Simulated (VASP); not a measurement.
# ZnGe2N2 (Ibam) in VASP: density of states with PBE

Aim: the density of states of ZnGe2N2 with PBE.

Program: VASP 6.6.1. These are calculated values, not measurements. Logs are shortened: lines on timing, memory, paths and dates and some standing lists are left out, and cuts for length are marked.

### Step 1. The structure

Symmetry: Ibam, No. 72, orthorhombic system. The conventional cell has a = 5.693 Å, b = 8.943 Å, c = 5.541 Å, α = 90.00°, β = 90.00°, γ = 90.00°. Zn (site symmetry 222) is surrounded by 4 N at 2.08 Å. Around Ge (site symmetry m) lie 2 N at 1.90 to 1.96 Å. N (site symmetry m) has 2 Ge at 1.90 to 1.96 Å and 2 Zn at 2.08 Å as nearest neighbours.

The cell was built by a generator and needn't be a form met in nature.

### Step 2. Density of states, PBE

Contents of POSCAR:

```
ZnGe2N2                                 
1.0
   -2.8464738696      4.4713571322      2.7706557957
    2.8464738696     -4.4713571322      2.7706557957
    2.8464738696      4.4713571322     -2.7706557957
  Zn              Ge              N             
     2     4     4
Direct
     0.7500000000000000    0.7500000000000000    1.0000000000000000
     0.2500000000000000    0.2500000000000000    1.0000000000000000
     0.8440247419733493    0.4616109427176983    0.3056356746910467
     0.1559752580266507    0.5383890572823017    0.6943643253089533
     0.3440247419733491    0.0383890572823017    0.3824137992556509
     0.6559752580266507    0.9616109427176983    0.6175862007443489
     0.6524765265413839    0.6284415285156885    0.2809180550570724
     0.3475234734586159    0.3715584714843117    0.7190819449429278
     0.1524765265413840    0.8715584714843115    0.0240349980256958
     0.8475234734586161    0.1284415285156883    0.9759650019743040
```

Contents of INCAR.step1:

```
PREC = Accurate
ENCUT = 520
EDIFF = 1E-7
ISMEAR = 0
SIGMA = 0.1
LREAL = False
LASPH = True
NELM = 100
ALGO = Fast
ISIF = 2
LWAVE = False
LCHARG = True
GGA = PE
KPAR = 8
```

Contents of KPOINTS.step1:

```
regular mesh
0
Gamma
  8 8 8
```

Contents of INCAR.step2:

```
PREC = Accurate
ENCUT = 520
EDIFF = 1E-7
ISMEAR = -5
SIGMA = 0.1
LREAL = False
LASPH = True
NELM = 100
ALGO = Fast
ISIF = 2
LWAVE = False
LCHARG = False
GGA = PE
LORBIT = 11
KPAR = 8
NEDOS = 2001
ICHARG = 11
```

Contents of KPOINTS.step2:

```
regular mesh
0
Gamma
  12 12 12
```

Potentials or basis: VASP PAW PBE potentials, release 64 (Zn, Ge_d, N).

Command:

```bash
$ cat potpaw_PBE.64/Zn/POTCAR potpaw_PBE.64/Ge_d/POTCAR potpaw_PBE.64/N/POTCAR > POTCAR
$ cp INCAR.step1 INCAR
$ cp KPOINTS.step1 KPOINTS
$ mpirun -np 8 vasp_std > vasp.out
$ cp INCAR.step2 INCAR
$ cp KPOINTS.step2 KPOINTS
$ mpirun -np 8 vasp_std > vasp.out
```

OUTCAR:

```text
PREC = Accurate
   ENCUT = 520
   EDIFF = 1E-7
   ISMEAR = -5
   LREAL = False
   LASPH = True
   NELM = 100
   ISIF = 2
   GGA = PE
   LORBIT = 11
   ICHARG = 11

 ion  position               nearest neighbor table
   1  0.750  0.750  0.000-   7 2.08   8 2.08   9 2.08  10 2.08   2 2.77   2 2.77
   2  0.250  0.250  0.000-   7 2.08   8 2.08   9 2.08  10 2.08   1 2.77   1 2.77
   3  0.844  0.462  0.306-  10 1.90   7 1.96   5 2.80   5 2.80   4 2.82
   4  0.156  0.538  0.694-   9 1.90   8 1.96   6 2.80   6 2.80   3 2.82
   5  0.344  0.038  0.382-   8 1.90   9 1.96   3 2.80   3 2.80   6 2.82
   6  0.656  0.962  0.618-   7 1.90  10 1.96   4 2.80   4 2.80   5 2.82
   7  0.652  0.628  0.281-   6 1.90   3 1.96   1 2.08   2 2.08
   8  0.348  0.372  0.719-   5 1.90   4 1.96   1 2.08   2 2.08
   9  0.152  0.872  0.024-   4 1.90   5 1.96   1 2.08   2 2.08
  10  0.848  0.128  0.976-   3 1.90   6 1.96   1 2.08   2 2.08

  LATTYP: Found a body centered orthorhombic cell.
 ALAT       =     5.5413115914
 B/A-ratio  =     1.0273646672
 C/A-ratio  =     1.6138262787

  Lattice vectors:

 A1 = (   2.8464738696,   4.4713571322,  -2.7706557957)
 A2 = (  -2.8464738696,   4.4713571322,   2.7706557957)
 A3 = (   2.8464738696,  -4.4713571322,   2.7706557957)

Analysis of symmetry for initial positions (statically):
=====================================================================
 Subroutine PRICEL returns:
 Original cell was already a primitive cell.

 Routine SETGRP: Setting up the symmetry group for a
 body centered orthorhombic supercell.

 Subroutine GETGRP returns: Found  8 space group operations
 (whereof  4 operations were pure point group operations)
 out of a pool of  8 trial point group operations.

The static configuration has the point symmetry C_2h.
 The point group associated with its full space group is D_2h.

Analysis of symmetry for dynamics (positions and initial velocities):
=====================================================================
 Subroutine PRICEL returns:
 Original cell was already a primitive cell.

 Routine SETGRP: Setting up the symmetry group for a
 body centered orthorhombic supercell.

 Subroutine GETGRP returns: Found  8 space group operations
 (whereof  4 operations were pure point group operations)
 out of a pool of  8 trial point group operations.
[... 141 lines left out ...]
  volume/ion in A,a.u.               =      14.11        95.19
  Fermi-wavevector in a.u.,A,eV,Ry     =   1.459750  2.758527 28.992243  2.130870
  Thomas-Fermi vector in A             =   2.576280
   LORBIT       =     11    0 simple, 1 ext, 2 COOP (PROOUT), +10 PAW based schemes
   GGA     = PE    functional components
   LHFCALC =     F    Hartree Fock is set to
   AEXX    =    0.0000 exact exchange contribution
   IVDW    =     0    specifies the selected vdW correction
   LEPSILON=     F    determine dielectric tensor
   LRPA    =     F    only Hartree local field effects (RPA)
 non-spin polarized calculation
 RMM-DIIS sequential band-by-band and
 Fermi weights with tetrahedron method with Bloechl corrections
  energy-cutoff  :      520.00
  volume of cell :      141.06
 maximum number of plane-waves:      3823
 NGX is ok and might be reduce to    48

 number of electron     100.0000037 magnetization

 Free energy of the ion-electron system (eV)
  ---------------------------------------------------
  ext. energy  EPLUGINS =         0.00000000
  ---------------------------------------------------
  free energy    TOTEN  =       -51.31222083 eV

  energy without entropy =      -51.31222083  energy(sigma->0) =      -51.31222083

 E-fermi :   4.8687     XC(G=0): -11.0182

 val. band max:        4.8924226327   @ k =  -0.0000   0.1667   0.0000
 cond. band min:       4.8107634667   @ k =   0.5000   0.5000   0.4167
 fundamental gap:     -0.0816591660
 Fermi energy:         4.8686654033

 k-point     1 :       0.0000    0.0000    0.0000
  band No.  band energies     occupation
      1     -19.7533      2.00000
      2     -19.7090      2.00000
      3     -19.6812      2.00000
      4     -19.6716      2.00000
      5     -19.6631      2.00000
      6     -19.6618      2.00000
[... 1501 lines left out ...]
     59      10.3963      0.00000
     60      10.7967      0.00000

 [... further k-points ...]

------------------------ aborting loop because EDIFF is reached ----------------------------------------

  FORCE on cell =-STRESS in cart. coord.  units (eV):
  Direction    XX          YY          ZZ          XY          YZ          ZX
  --------------------------------------------------------------------------------------
  -------------------------------------------------------------------------------------
  Total       -0.0756955     -0.0138925      0.0352098      0.0000000      0.0000000      0.0000000
  in kB       -0.8597883     -0.1577985      0.3999304      0.0000000      0.0000000      0.0000000
  external PRESSURE =      -0.2058855 kB  Pullay stress =       0.0000000 kB

 VOLUME and BASIS-vectors are now :
 -----------------------------------------------------------------------------
  energy-cutoff  :      520.00
  volume of cell :      141.06
      direct lattice vectors                 reciprocal lattice vectors
    -2.846473870  4.471357132  2.770655796     0.000000000  0.111822873  0.180462691
     2.846473870 -4.471357132  2.770655796     0.175655925  0.000000000  0.180462691
     2.846473870  4.471357132 -2.770655796     0.175655925  0.111822873  0.000000000

 POSITION                                       TOTAL-FORCE (eV/Angst)
 -----------------------------------------------------------------------------------
      0.00000      0.00000      4.15598         0.000000      0.000000     -0.000000
      0.00000      0.00000      1.38533         0.000000      0.000000     -0.000000
     -0.21855      3.07651      2.77066        -0.011992     -0.012078     -0.000000
      3.06502      1.39484     -0.00000         0.011992      0.012078      0.000000
      0.21855      3.07651      0.00000         0.011992     -0.012078     -0.000000
      2.62793      1.39484      2.77066        -0.011992      0.012078     -0.000000
      0.73121      1.36355      2.77066         0.012697      0.015340     -0.000000
      2.11526      3.10780      0.00000        -0.012697     -0.015340      0.000000
      2.11526     -3.10780      2.77066        -0.012697      0.015340      0.000000
      0.73121      7.57916     -0.00000         0.012697     -0.015340     -0.000000
 -----------------------------------------------------------------------------------
    total drift:                                0.000000      0.000000     -0.000000

  FREE ENERGIE OF THE ION-ELECTRON SYSTEM (eV)
  ---------------------------------------------------
  free  energy   TOTEN  =       -51.3122208252 eV

  energy  without entropy=      -51.3122208252  energy(sigma->0) =      -51.31222083

 total charge

# of ion       s       p       d       tot
------------------------------------------
    1        0.498   0.471   9.840  10.809
    2        0.498   0.471   9.840  10.809
    3        1.152   1.073  10.129  12.354
    4        1.152   1.073  10.129  12.354
    5        1.152   1.073  10.129  12.354
    6        1.152   1.073  10.129  12.354
    7        1.258   2.425   0.000   3.683
    8        1.258   2.425   0.000   3.683
    9        1.258   2.425   0.000   3.683
   10        1.258   2.425   0.000   3.683
--------------------------------------------------
tot         10.634  14.935  60.194  85.763
```

OUTCAR.step1:

```text
PREC = Accurate
   ENCUT = 520
   EDIFF = 1E-7
   ISMEAR = 0
   LREAL = False
[... 1771 lines left out ...]
      0.73121      1.36355      2.77066        -0.000127      0.000512     -0.000000
      2.11526      3.10780      0.00000         0.000127     -0.000512      0.000000
      2.11526     -3.10780      2.77066         0.000127      0.000512     -0.000000
      0.73121      7.57916     -0.00000        -0.000127     -0.000512      0.000000
 -----------------------------------------------------------------------------------
    total drift:                               -0.000000      0.000000      0.000000

  FREE ENERGIE OF THE ION-ELECTRON SYSTEM (eV)
  ---------------------------------------------------
  free  energy   TOTEN  =       -51.3125419639 eV

  energy  without entropy=      -51.3012080342  energy(sigma->0) =      -51.30687500
```

OSZICAR.step1:

```text
N       E                     dE             d eps       ncg     rms          rms(c)
DAV:   1     0.129807462717E+04    0.12981E+04   -0.44318E+04 14048   0.414E+03
DAV:   2     0.238940676979E+03   -0.10591E+04   -0.10161E+04 11400   0.111E+03
DAV:   3    -0.268682951903E+02   -0.26581E+03   -0.25727E+03 12016   0.284E+02
DAV:   4    -0.581119409899E+02   -0.31244E+02   -0.30499E+02 13368   0.102E+02
DAV:   5    -0.594826603844E+02   -0.13707E+01   -0.13619E+01 13456   0.231E+01    0.184E+01
RMM:   6    -0.511793091949E+02    0.83034E+01   -0.29849E+01 15546   0.188E+01    0.110E+01
RMM:   7    -0.513318776576E+02   -0.15257E+00   -0.48605E+00 15710   0.107E+01    0.450E+00
RMM:   8    -0.513141713743E+02    0.17706E-01   -0.10927E+00 16020   0.434E+00    0.333E+00
RMM:   9    -0.513079946691E+02    0.61767E-02   -0.22920E-01 16879   0.258E+00    0.601E-01
RMM:  10    -0.513137700841E+02   -0.57754E-02   -0.14951E-01 16781   0.106E+00    0.355E-01
RMM:  11    -0.513120447077E+02    0.17254E-02   -0.17445E-02 15883   0.630E-01    0.918E-02
RMM:  12    -0.513125343686E+02   -0.48966E-03   -0.48306E-03 16986   0.268E-01    0.891E-02
RMM:  13    -0.513125246913E+02    0.96773E-05   -0.11929E-03 17269   0.128E-01    0.251E-02
RMM:  14    -0.513125385073E+02   -0.13816E-04   -0.32921E-04 16265   0.712E-02    0.131E-02
RMM:  15    -0.513125422527E+02   -0.37454E-05   -0.68119E-05 16388   0.289E-02    0.724E-03
RMM:  16    -0.513125415290E+02    0.72365E-06   -0.12681E-05 14518   0.149E-02    0.271E-03
RMM:  17    -0.513125419359E+02   -0.40692E-06   -0.42771E-06 15152   0.653E-03    0.197E-03
RMM:  18    -0.513125419639E+02   -0.27956E-07   -0.63818E-07 12555   0.281E-03
   1 F= -.51312542E+02 E0= -.51306875E+02  d E =-.113339E-01
```

It took 8.5 min on 8 MPI ranks of Intel Xeon Platinum 8488C (Sapphire Rapids), shared host; peak memory 1.7 GiB.

What came out:

```
Valence electrons inside the program's atomic spheres : Zn 10.81; Ge 12.35; N 3.68
```

States per cell in windows of 0.5 eV (zero at the Fermi level; states under -8 eV left out):
```tsv
from (eV)	total	Zn1_d	Zn2_d	N7_p	N8_p	N9_p	N10_p
-8.0	2.16	0.28	0.28	0.08	0.08	0.08	0.08
-7.5	1.21	0.30	0.30	0.04	0.04	0.04	0.04
-7.0	8.89	3.47	3.47	0.15	0.15	0.15	0.15
-6.5	9.56	4.11	4.11	0.08	0.08	0.08	0.08
-6.0	2.75	0.60	0.60	0.09	0.09	0.09	0.09
-5.5	2.82	0.41	0.41	0.13	0.13	0.13	0.13
-5.0	1.85	0.15	0.15	0.13	0.13	0.13	0.13
-4.5	1.78	0.12	0.12	0.13	0.13	0.13	0.13
-4.0	2.29	0.11	0.11	0.18	0.18	0.18	0.18
-3.5	2.58	0.09	0.09	0.21	0.21	0.21	0.21
-3.0	2.12	0.08	0.08	0.16	0.16	0.16	0.16
-2.5	3.05	0.13	0.13	0.26	0.26	0.26	0.26
-2.0	2.49	0.11	0.11	0.24	0.24	0.24	0.24
-1.5	0.93	0.03	0.03	0.09	0.09	0.09	0.09
-1.0	2.11	0.04	0.04	0.15	0.15	0.15	0.15
-0.5	1.62	0.03	0.03	0.12	0.12	0.12	0.12
0.0	0.81	0.01	0.01	0.05	0.05	0.05	0.05
0.5	0.94	0.01	0.01	0.05	0.05	0.05	0.05
1.0	0.74	0.00	0.00	0.03	0.03	0.03	0.03
1.5	0.90	0.01	0.01	0.03	0.03	0.03	0.03
2.0	1.04	0.01	0.01	0.03	0.03	0.03	0.03
2.5	1.46	0.01	0.01	0.04	0.04	0.04	0.04
3.0	1.16	0.01	0.01	0.04	0.04	0.04	0.04
3.5	1.72	0.01	0.01	0.05	0.05	0.05	0.05
4.0	2.07	0.02	0.02	0.08	0.08	0.08	0.08
4.5	2.39	0.02	0.02	0.09	0.09	0.09	0.09
5.0	2.10	0.02	0.02	0.08	0.08	0.08	0.08
5.5	2.48	0.02	0.02	0.10	0.10	0.10	0.10
6.0	1.49	0.01	0.01	0.05	0.05	0.05	0.05
6.5	0.63	0.01	0.01	0.02	0.02	0.02	0.02
7.0	0.04	0.00	0.00	0.00	0.00	0.00	0.00
7.5	0.00	0.00	0.00	0.00	0.00	0.00	0.00
```

Caveat: tetrahedron occupations give inexact forces and stress in metals.
